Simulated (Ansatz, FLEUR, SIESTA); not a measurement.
# One calculation of SnSe, 4 ways

```
CELL_PARAMETERS angstrom
11.42000 0.00000 0.00000
0.00000 4.19000 0.00000
0.00000 0.00000 4.46000
ATOMIC_POSITIONS crystal
Sn 0.87700 0.75000 0.90900
Sn 0.62300 0.25000 0.40900
Sn 0.37700 0.75000 0.59100
Sn 0.12300 0.25000 0.09100
Se 0.64300 0.75000 0.98400
Se 0.85700 0.25000 0.48400
Se 0.14300 0.75000 0.51600
Se 0.35700 0.25000 0.01600
```

Alike in all runs: task band structure; functional PBEsol; k mesh 3 × 6 × 6; occupations fermi-dirac, width 0.05 eV; no spin polarisation; no spin-orbit coupling. Pressure is positive in compression and, in plane waves, holds the error of the finite cutoff, which Ansatz's Pulay term estimates and takes out. Gaps are the smaller of the mesh's and the band path's.

```tsv
program and potentials	plane-wave cutoff (eV)	notes	band gap (eV)	pressure (GPa)	largest force (eV/Å)
Ansatz, Ansatz PAW	420	potentials made for PBE, which Ansatz adapts in part; Pulay term of +0.03 GPa included	0.48	-0.57	0.235
SIESTA, files PseudoDojo sr-pbesol-0.4.1-standard, DZP (energy shift 0.003 Ry; two zetas on semicore shells)	-	atomic basis	0.49	1.03	0.634
Ansatz, all-electron LAPW, scalar-relativistic	-	-	0.49	-0.56	0.234
FLEUR, all-electron, FLAPW	-	-	0.48	-	-
```

Force on atom 1 (Sn), eV/Å:

```csv
program and potentials,x,y,z
"Ansatz, Ansatz PAW",0.226,0.000,-0.064
"SIESTA, files PseudoDojo sr-pbesol-0.4.1-standard, DZP (energy shift 0.003 Ry; two zetas on semicore shells)",0.623,0.000,0.119
"Ansatz, all-electron LAPW, scalar-relativistic",0.225,0.000,-0.064
```

The band gap spans 0.48 (FLEUR, all-electron, FLAPW) to 0.49 eV (SIESTA, files PseudoDojo sr-pbesol-0.4.1-standard, DZP (energy shift 0.003 Ry; two zetas on semicore shells)), with all-electron results at 0.48 to 0.49. The pressure spans -0.57 (Ansatz, Ansatz PAW) to 1.03 GPa (SIESTA, files PseudoDojo sr-pbesol-0.4.1-standard, DZP (energy shift 0.003 Ry; two zetas on semicore shells)), with all-electron results at -0.56. Spin-orbit coupling, left out here, moves the band edges of heavy atoms. The paths' points differ, which is worth about 0.01 eV. Rows in atomic bases carry the error of their basis and grid, which can be large.

Differences between rows come from potentials, basis sets and numerical settings, since the functional is the same but for its coding. Runs on potential files found faulty are left out.
